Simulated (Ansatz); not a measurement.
The cell comes from COD entry 1011323, which wasn't checked; take it as a given geometry. It is an old determination, and later ones may differ.

A run of Ansatz 0.2.0 printed the following.

```
Nb: projections on atomic orbitals take those of the free atom 1s2 2s2 2p6 3s2 3p6 3d10 4s2 4p6 4d4 5s1, of charge +0.00 (hamiltonian.pseudopotentials.projection_atoms)
C: projections on atomic orbitals take those of the free atom 1s2 2s2 2p2, of charge +0.00 (hamiltonian.pseudopotentials.projection_atoms)
LAPW: plane waves up to 8.832 Å⁻¹, error target 1.0e-3 eV per atom; small_component_spin mean_spin; C in spheres of 0.966 Å, 6 of its electrons in bands, Dirac shells []; Nb in spheres of 1.234 Å, 31 of its electrons in bands, Dirac shells []
Engine: ansatz 0.2.0
Pseudopotentials: kind: all_electron
Pseudopotential: Nb, LAPW, valence charge 31, Koelling and Harmon's equation, gaussian nucleus
Pseudopotential: C, LAPW, valence charge 6, Koelling and Harmon's equation, gaussian nucleus
Functional definition: PBE
  parameter kappa = 0.804
  parameter beta = 0.06672455060314922
  exchange = pbe_x(kappa = kappa, mu = beta*pi^2/3)
  correlation = pbe_c(beta = beta)
Crystal: 2 atoms, lattice volume = 21.296 Å³
Basis set: ecut = 297.2052895226159 eV, 259 PW (Γ), exchange–correlation at level 2
Bands: 23, of which v1, the nominal top of the filled ones, is band 19 counted from 1 (18 counted from 0)
Symmetry: 48 space group operations
Space group: Fm-3m (ITA 225), of the structure as read, at distance tolerance 2.8e-5 Å
k-points: 104 of 2744
Non-local potential: Nb, projectors of the file, none
Non-local potential: C, projectors of the file, none
Initial density: superposition of atomic densities (chi_scale 0.1, normalization cell, long waves kept (reshape's long-wave potential 0.00 eV rms))
Initial wavefunctions: plane waves of lowest kinetic energy (no species holds an atomic orbital)
Functional: x = pbe(κ = 0.804, μ = 0.2195149727645171), c = pbe(β = 0.06672455060314922)
iter 1 solved again at ethr=2.49e-2 eV; its pass at ethr=1.00e-1 eV (dr2=9.23e0 eV) is discarded
SCF iter   1: F=—  HF=-104987.283388 eV  |F-HF|=—  |Δ(HF+E_count)|=         —  Δρ=1.85e-1  dr2=9.22e0  ethr=2.49e-2  ⟨swp⟩=2.0  Hψ=15208  notcnv=0
preconditioner: auto → Kerker (q_TF=auto, 2.991 Å⁻¹)  [metal: Δε(μ)=0.039 eV  Ē_g=20.483 eV  σ=0.050 eV  W_gap=0.19  n_scr=14 (ndim 8)  ℏωp=31.2 eV  f_vac=0.000  D(μ)=0.91/eV (n_scr^D=8)]
iter 2 solved again at ethr=5.77e-4 eV; its pass at ethr=2.49e-2 eV (dr2=2.14e-1 eV) is discarded
SCF iter   2: F=—  HF=-104983.613900 eV  |F-HF|=—  |Δ(HF+E_count)|=    3.67e0  Δρ=3.18e-2  dr2=2.14e-1  ethr=5.77e-4  ⟨swp⟩=2.0  Hψ=26484  notcnv=0
automatic band count: the SCF goes on with 27 bands, as 23 were too few: the levels above may hold too much charge
SCF iter   3: F=—  HF=-104983.631965 eV  |F-HF|=—  |Δ(HF+E_count)|=         —  Δρ=3.60e-2  dr2=3.75e-1  ethr=5.77e-4  ⟨swp⟩=2.0  Hψ=8624  notcnv=0  defer=1
the basis was enlarged: its passes take 157.2 KiB over the memory plan, 1 of 1 planned eigensolver slots
SCF iter   4: F=—  HF=-104983.611496 eV  |F-HF|=—  |Δ(HF+E_count)|=   2.05e-2  Δρ=5.75e-3  dr2=4.19e-3  ethr=5.77e-4  ⟨swp⟩=2.0  Hψ=8176  notcnv=0
SCF iter   5: F=—  HF=-104983.605461 eV  |F-HF|=—  |Δ(HF+E_count)|=   6.04e-3  Δρ=2.55e-3  dr2=1.19e-3  ethr=1.13e-5  ⟨swp⟩=2.0  Hψ=7782  notcnv=0
SCF iter   6: F=—  HF=-104983.605449 eV  |F-HF|=—  |Δ(HF+E_count)|=   1.11e-5  Δρ=1.12e-3  dr2=3.33e-4  ethr=3.22e-6  ⟨swp⟩=2.0  Hψ=7786  notcnv=0
SCF iter   7: F=—  HF=-104983.605389 eV  |F-HF|=—  |Δ(HF+E_count)|=   6.00e-5  Δρ=3.12e-4  dr2=1.83e-5  ethr=9.00e-7  ⟨swp⟩=2.0  Hψ=7783  notcnv=0
SCF iter   8: F=—  HF=-104983.605382 eV  |F-HF|=—  |Δ(HF+E_count)|=   6.98e-6  Δρ=6.57e-5  dr2=9.47e-7  ethr=4.96e-8  ⟨swp⟩=2.0  Hψ=7783  notcnv=0
SCF iter   9: F=—  HF=-104983.605382 eV  |F-HF|=—  |Δ(HF+E_count)|=   1.94e-7  Δρ=3.16e-5  dr2=2.58e-7  ethr=2.56e-9  ⟨swp⟩=2.0  Hψ=7783  notcnv=0
SCF iter  10: F=-104983.605382 eV  HF=-104983.605382 eV  |F-HF|=2.18e-10  |Δ(HF+E_count)|=   5.77e-8  Δρ=4.49e-6  dr2=3.80e-9  ethr=6.97e-10  ⟨swp⟩=2.0  Hψ=7783  notcnv=0
SCF 1 converged in 10 iterations: F = -104983.605382 eV  dr2 = 3.80e-9
NSCF: frozen V_eff on 57 k-points
SCF converged after 10 iterations
Free energy (F): -104983.605382 eV
Harris-Foulkes:  -104983.605382 eV  (|F-HF|=2.18e-10)
Internal energy: -104983.599618 eV  (E = F + TS)
E sigma→0 (E₀):  -104983.602500 eV
Entropy (-TS):   -0.005764 eV (-2.882 meV/atom)
Fermi energy:    21.774423 eV
--- Per-component energies (eV) ---
  E_band       = -4949.203624
  E_kinetic    = 108582.351355
  E_xc         = -3389.033622
  E_electrostatic = -210176.917351  (all electrons and nuclei)
  E_smearing   = -0.005764  (= −TS)
  E_closure    = 0.000000  (closes the sum)
  E_atoms      = -104963.180947  (free atoms, spherical and without spin; not in F)
  Σ components = -104983.605382   (vs F -104983.605382, Δ=0.00e0)
  Basis errors (estimates in eV, not in F): energy 3.9e-4 per atom: plane waves 3.5e-4 (2.0e-4 summed), levels above the bands 6.2e-148, relativity 4.1e-8, radial functions 4.0e-5, core shells 1.8e-13; eigenvalues (radial functions only) 4.3e-5; not estimated: angular momenta, meshes, grids; target (lapw.basis_error) 1.0e-3; muffin-tin radii C 0.966 Å, Nb 1.234 Å
--- Forces (eV/Å), atoms counted from 1 ---
  atom   1  Nb    -0.00000000     0.00000000     0.00000000
  atom   2  C      0.00000000     0.00000000     0.00000000
  max |Σ_I F_I| component: 1.31e-30 eV/Å
--- Stress (GPa, compression-positive) ---
       19.439470      -0.000000      -0.000000
       -0.000000      19.439470       0.000000
       -0.000000       0.000000      19.439470
  P = ⅓ Tr σ = 19.4395 GPa (194.395 kbar)
--- Band table (eV; the first three rows and the last of 104) ---
  k-point 0: bands = ["-414.1698", "-322.0525", "-322.0525", "-322.0525", "-243.9634", "-171.6412", "-171.6412", "-171.6412", "-171.6387", "-171.6387", "-33.9394", "-9.6205", "-9.6205", "-9.6205", "8.0227", "20.3141", "20.3141", "20.3141", "21.4306", "21.4306", "21.4306", "22.1032", "22.1032", "29.9013", "31.6568", "44.7471", "44.7471"]
  k-point 1: bands = ["-414.1698", "-322.0525", "-322.0525", "-322.0525", "-243.9634", "-171.6412", "-171.6412", "-171.6412", "-171.6387", "-171.6387", "-33.9330", "-9.6737", "-9.6253", "-9.6253", "8.1618", "19.7103", "20.0456", "20.0456", "20.8192", "20.8192", "21.7831", "23.2560", "23.2560", "30.1363", "31.9935", "43.6593", "44.1380"]
  k-point 2: bands = ["-414.1698", "-322.0525", "-322.0525", "-322.0525", "-243.9634", "-171.6412", "-171.6412", "-171.6412", "-171.6387", "-171.6387", "-33.9147", "-9.8204", "-9.6387", "-9.6387", "8.5611", "18.6241", "19.0502", "19.0502", "21.0418", "21.0418", "22.2374", "24.8277", "24.8277", "30.7108", "32.8909", "41.8451", "42.5283"]
  k-point 103: bands = ["-414.1698", "-322.0525", "-322.0525", "-322.0525", "-243.9634", "-171.6412", "-171.6412", "-171.6412", "-171.6387", "-171.6387", "-33.7623", "-10.2900", "-10.1715", "-9.9795", "10.1382", "17.0066", "17.1424", "17.3048", "22.7476", "23.8778", "25.2132", "26.9968", "27.8067", "34.6945", "35.7067", "35.7516", "39.5526"]
--- Löwdin populations: 2 sites ---
  site symbol       q [e]
     0     Nb     40.3181
     1      C      6.6420
  spilling = 0.000850 (of n_electrons = 47.000000)
```

The cell and starting positions:

```
CELL_PARAMETERS angstrom
0.00000 2.20000 2.20000
2.20000 0.00000 2.20000
2.20000 2.20000 0.00000
ATOMIC_POSITIONS crystal
Nb 0.00000 0.00000 0.00000
C 0.50000 0.50000 0.50000
```

Parts of the input that the log doesn't repeat:

```yaml
  band_path:
    path:
      - [0.0, 0.0, 0.0]
      - [0.5, 0.0, 0.5]
      - [0.625, 0.25, 0.625]
      - [0.375, 0.375, 0.75]
      - [0.0, 0.0, 0.0]
      - [0.5, 0.5, 0.5]
      - [0.5, 0.25, 0.75]
      - [0.5, 0.0, 0.5]
    npoints: 8
output:
  forces: true
  stress: true
  eigenvalues: true
  populations: true
  dos: { projected: true, de: 0.2, e_range: [-14, 8] }
```

(1) Write the input that produced this log.

Results:

(1) 
```yaml
crystal:
  lattice:
    - [0.0, 2.2, 2.2]
    - [2.2, 0.0, 2.2]
    - [2.2, 2.2, 0.0]
  atoms:
    - { symbol: Nb, position: [0.0, 0.0, 0.0] }
    - { symbol: C, position: [0.5, 0.5, 0.5] }
kpoints:
  mp_grid: { grid: [14, 14, 14] }
  band_path:
    path:
      - [0.0, 0.0, 0.0]
      - [0.5, 0.0, 0.5]
      - [0.625, 0.25, 0.625]
      - [0.375, 0.375, 0.75]
      - [0.0, 0.0, 0.0]
      - [0.5, 0.5, 0.5]
      - [0.5, 0.25, 0.75]
      - [0.5, 0.0, 0.5]
    npoints: 8
scf:
  occupations: { method: fermi_dirac, width: 0.05 }
hamiltonian:
  xc: pbe
  pseudopotentials: { kind: all_electron, lapw: { basis_error: 0.001 } }
output:
  forces: true
  stress: true
  eigenvalues: true
  populations: true
  dos: { projected: true, de: 0.2, e_range: [-14, 8] }
```
This is the input that was run; digits and keys that the log doesn't show could differ in an equivalent one.
